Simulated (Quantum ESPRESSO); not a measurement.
# Mn (P6_3/mmc) in Quantum ESPRESSO: a series of runs, part 2 of 2

Quantum ESPRESSO 7.5. Earlier steps stand in the parts before.

### 3 Single point, PBEsol, non-collinear spin, random start

File pw.in:

```
&CONTROL
  calculation = 'scf'
  prefix = 'pwscf'
  outdir = './tmp'
  pseudo_dir = './pseudo'
  tprnfor = .true.
  tstress = .true.
  disk_io = 'nowf'
/
&SYSTEM
  ibrav = 0
  nat = 2
  ntyp = 2
  ecutwfc = 45
  ecutrho = 360
  nbnd = 50
  occupations = 'smearing'
  smearing = 'fd'
  degauss = 0.00367493
  noncolin = .true.
  starting_magnetization(1) = 0.0887
  angle1(1) = 78.99
  angle2(1) = -45.19
  starting_magnetization(2) = 0.0967
  angle1(2) = 21.12
  angle2(2) = 69.97
/
&ELECTRONS
  conv_thr = 4d-10
  electron_maxstep = 120
  mixing_beta = 0.3
/
ATOMIC_SPECIES
Mn1   54.9380 mn_pbesol_v1.5.uspp.F.UPF
Mn2   54.9380 mn_pbesol_v1.5.uspp.F.UPF
CELL_PARAMETERS angstrom
   2.4836457705    0.0000000000    0.0000000000
  -1.2418228853    2.1509003313    0.0000000000
   0.0000000000    0.0000000000    4.0261950000
ATOMIC_POSITIONS crystal
Mn1    0.3333333333    0.6666666667    0.2500000000
Mn2    0.6666666667    0.3333333333    0.7500000000
K_POINTS automatic
12 12 7 0 0 0
```

Potentials or basis: GBRV 1.5 PBEsol.

Run with:

```console
$ OMP_NUM_THREADS=1 mpirun -n 2 pw.x -nk 2 -in pw.in > pw.out
```

pw.out:

```text
This program is part of the open-source Quantum ESPRESSO suite
     for quantum simulation of materials; please cite
         "P. Giannozzi et al., J. Phys.:Condens. Matter 21 395502 (2009);
         "P. Giannozzi et al., J. Phys.:Condens. Matter 29 465901 (2017);
         "P. Giannozzi et al., J. Chem. Phys. 152 154105 (2020);
     in publications or presentations arising from this work. More details at

     K-points division:     npool     =       2
     Subspace diagonalization in iterative solution of the eigenvalue problem:
     a serial algorithm will be used

     G-vector sticks info
     --------------------
     sticks:   dense  smooth     PW     G-vecs:    dense   smooth      PW
     Sum         547     271     85                16683     5907    1099

     Using Slab Decomposition

     bravais-lattice index     =            0
     lattice parameter (alat)  =       4.6934  a.u.
     unit-cell volume          =     145.1448 (a.u.)^3
     number of atoms/cell      =            2
     number of atomic types    =            2
     number of electrons       =        30.00
     number of Kohn-Sham states=           50
     kinetic-energy cutoff     =      45.0000  Ry
     charge density cutoff     =     360.0000  Ry
     scf convergence threshold =      4.0E-10
     mixing beta               =       0.3000
     number of iterations used =            8  plain     mixing
[... 89 lines left out ...]

 ==============================================================================
     Starting wfcs are   52 randomized atomic wfcs

     Self-consistent Calculation

     iteration #  1     ecut=    45.00 Ry     beta= 0.30
     Davidson diagonalization with overlap
     ethr =  1.00E-02,  avg # of iterations =  5.1

     total energy              =    -421.69904775 Ry
     estimated scf accuracy    <       2.76083947 Ry
[... 267 lines left out ...]
 ==============================================================================
     atom number    2 relative position :    0.5000   0.2887   1.2158
     charge :    13.420307  (integrated on a sphere of radius 0.410)
     magnetization :          0.000240   -0.001063   -0.001529
     magnetization/charge:    0.000018   -0.000079   -0.000114
     polar coord.: r, theta, phi [deg] :     0.001877  144.527414  -77.284178

 ==============================================================================

     End of self-consistent calculation

     Number of k-points >= 100: set verbosity='high' to print the bands.

     the Fermi energy is    19.8376 ev

!    total energy              =    -422.15781206 Ry
     estimated scf accuracy    <          2.4E-10 Ry
     smearing contrib. (-TS)   =      -0.00160579 Ry
     internal energy E=F+TS    =    -422.15620626 Ry

     The total energy is F=E-TS. E is the sum of the following terms:
     one-electron contribution =    -153.74752346 Ry
     hartree contribution      =      95.66114137 Ry
     xc contribution           =     -52.48728219 Ry
     ewald contribution        =    -311.58254198 Ry

     total magnetization       =     0.00     0.00     0.00 Bohr mag/cell
     absolute magnetization    =     0.00 Bohr mag/cell

     convergence has been achieved in  27 iterations

     Forces acting on atoms (cartesian axes, Ry/au):

     atom    1 type  1   force =     0.00000000    0.00000000    0.00000000
     atom    2 type  2   force =    -0.00000000   -0.00000000   -0.00000000

     Total force =     0.000000     Total SCF correction =     0.000000
     SCF correction compared to forces is large: reduce conv_thr to get better values

     Computing stress (Cartesian axis) and pressure

          total   stress  (Ry/bohr**3)                   (kbar)     P=     -119.02
  -0.00079916   0.00000000   0.00000000         -117.56        0.00        0.00
   0.00000000  -0.00079916  -0.00000000            0.00     -117.56       -0.00
   0.00000000  -0.00000000  -0.00082890            0.00       -0.00     -121.94

=------------------------------------------------------------------------------=
   JOB DONE.
=------------------------------------------------------------------------------=
```

Wall time 35 min (2 MPI ranks of Arm Neoverse V1, shared host); peak memory 1.3 GiB.

Results:

- Free energy: -5743.7496 eV
- Pressure: -11.9 GPa
- Band gap on the k mesh: none (metal or under the smearing width)
- Net moment: 0.00 μB per cell
- Absolute moment: 0.00 μB per cell

Levels at points of the mesh, in eV from the Fermi level:
| k point | band 26 | band 27 | band 28 | band 29 | band 30 | band 31 | band 32 | band 33 | band 34 | band 35 |
| --- | --- | --- | --- | --- | --- | --- | --- | --- | --- | --- |
| (0.00, 0.00, 0.00) | -0.94 | -0.47 | -0.47 | -0.47 | -0.47 | 0.07 | 0.07 | 0.07 | 0.07 | 0.66 |
| (0.00, -0.50, 0.00) | -1.14 | -0.94 | -0.94 | -0.42 | -0.42 | 1.85 | 1.85 | 1.99 | 1.99 | 2.07 |
| (0.50, -0.50, 0.00) | -1.14 | -0.94 | -0.94 | -0.42 | -0.42 | 1.85 | 1.85 | 1.99 | 1.99 | 2.07 |
| (-0.50, 0.00, 0.00) | -1.14 | -0.94 | -0.94 | -0.42 | -0.42 | 1.85 | 1.85 | 1.99 | 1.99 | 2.07 |

Moments on the atoms (μB; x, y, z):
```
Mn  0.00 0.00 0.00
Mn  0.00 0.00 0.00
```

Caveat: non-collinear GGA energies in this program can be off by tens of meV an atom and hang on the start.
